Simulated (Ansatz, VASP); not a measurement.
## PbF2 in VASP and in Ansatz

```
Pb F
1.0
     0.00000    2.88075    2.96985
     2.88075    0.00000    2.96985
     2.88075    2.88075    0.00000
Pb F
1 2
Cartesian
  0.0000 0.0000 0.0000
  1.4404 1.4404 1.4849
  4.3211 4.3211 4.4548
```

Change from the starting cell: strain -0.030 along x and y, +0.000 along z, atoms carried along.

Alike in both runs: task single point; functional r2SCAN; k mesh 8 × 8 × 8; occupations gaussian, width 0.05 eV; no spin polarisation.

```csv
,VASP,Ansatz
version,VASP 6.6.1,Ansatz 0.2.0
potentials or method,"VASP PAW PBE potentials, release 64 (Pb_d, F)","scalar-relativistic, plane waves, PAW"
plane-wave cutoff (eV),520,500
valence electrons in the cell,28,28
```

|  | VASP | Ansatz | Ansatz less VASP |
| --- | --- | --- | --- |
| gap on the k mesh at the Fermi level (eV) | 4.83 | 4.83 | -0.001 |
| least direct gap on the mesh (eV) | 5.01 | 5.01 | -0.003 |
| pressure (GPa) | 4.4 | 4.5 | +0.04 |
| largest component of the traceless stress (GPa) | 1.04 | 1.04 | +0.007 |

With one functional, cell and mesh, what is left measures potentials, basis and numerics.

Caveats: the PAW data sets were made with another functional, which shifts forces and pressure a little (VASP); spin-orbit coupling is left out, which as a rule narrows the gap of such compounds by several tenths of an eV. A k mesh can miss the band edges.
